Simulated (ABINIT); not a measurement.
Here is an ABINIT 10.8.3 (patched build) calculation.

File run.abi:

```
pp_dirpath "./"
pseudos "Ga.upf, N.upf"

acell 3*1.0
rprim
     0.0000000000     4.2584989699     4.2584989699
     4.2584989699     0.0000000000     4.2584989699
     4.2584989699     4.2584989699     0.0000000000
ntypat 2
znucl 31 7
natom 2
typat 1 2
xred
     0.0000000000     0.0000000000     0.0000000000
     0.2500000000     0.2500000000     0.2500000000

ecut 36.0

kptopt 1
ngkpt 8 8 8
nshiftk 1
shiftk 0.0 0.0 0.0

ixc -116133

nband 13
occopt 3
tsmear 0.05 eV

nstep 100
tolvrs 1.0e-10

iomode 3
prtwf 0
prteig 0
prtebands 0
prtden 1
prtvha 1
prtvclmb 1
prtpot 1
prtelf 1
```

Potentials or basis: PseudoDojo NC SR PBEsol v0.4.1 standard.

Command:

```bash
$ abinit run.abi > log 2>&1
```

Question: Predict the pressure.

Answer: -3.0 GPa.

Question: Predict the band gap on the k mesh.

Answer: 1.70 eV, direct.

Caveat: the cutoff is short for stress, so the pressure is rough. A hybrid or GW would open this gap; PBEsol tends to underestimate it.
